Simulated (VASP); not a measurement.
Here is a VASP 6.6.1 calculation.

Contents of INCAR:

```
SYSTEM = MgS
ALGO     = Normal         ! electronic algorithm
EDIFF    = 1E-7           ! SCF threshold, eV
ENCUT    = 520            ! plane-wave cutoff, eV
GGA      = PE             ! functional
ISIF     = 2              ! what is computed and relaxed
ISMEAR   = -1             ! smearing method
LASPH    = .TRUE.         ! aspherical terms in the spheres
LCHARG   = .TRUE.         ! write CHGCAR
LELF     = .TRUE.         ! ELF
LREAL    = .FALSE.        ! projectors in reciprocal space
LVHAR    = .TRUE.       
LWAVE    = .FALSE.        ! write WAVECAR
NBANDS   = 11             ! bands
NELM     = 100            ! most SCF steps
PREC     = Accurate       ! precision mode
SIGMA    = 0.02           ! smearing width, eV
```

Contents of KPOINTS:

```
k-points
0
G
  8 8 8
  0 0 0
```

The input POSCAR:

```
MgS
1.0
    0.0000000000      2.5005790411      2.6649434144
    2.5005790411      0.0000000000      2.6649434144
    2.5005790411      2.5005790411      0.0000000000
Mg S
1 1
Direct
    0.0000000000      0.0000000000      0.0000000000
    0.5000000000      0.5000000000      0.5000000000
```

Potentials or basis: VASP PAW PBE potentials, release 64 (Mg, S).

Launch:

```console
$ cat potpaw_PBE.64/Mg/POTCAR potpaw_PBE.64/S/POTCAR > POTCAR
$ mpirun -np 1 vasp_std > vasp.out
```

Task: What does it give for the band gap on the k mesh?

Result: 2.66 eV, indirect (least direct gap 4.01 eV).

Task: What does it give for the pressure?

Result: 6.4 GPa.

Stress tensor (GPa, compression positive):
```
9.22 0.00 0.00
0.00 9.22 0.00
0.00 0.00 0.87
```

A k mesh can miss the band edges.
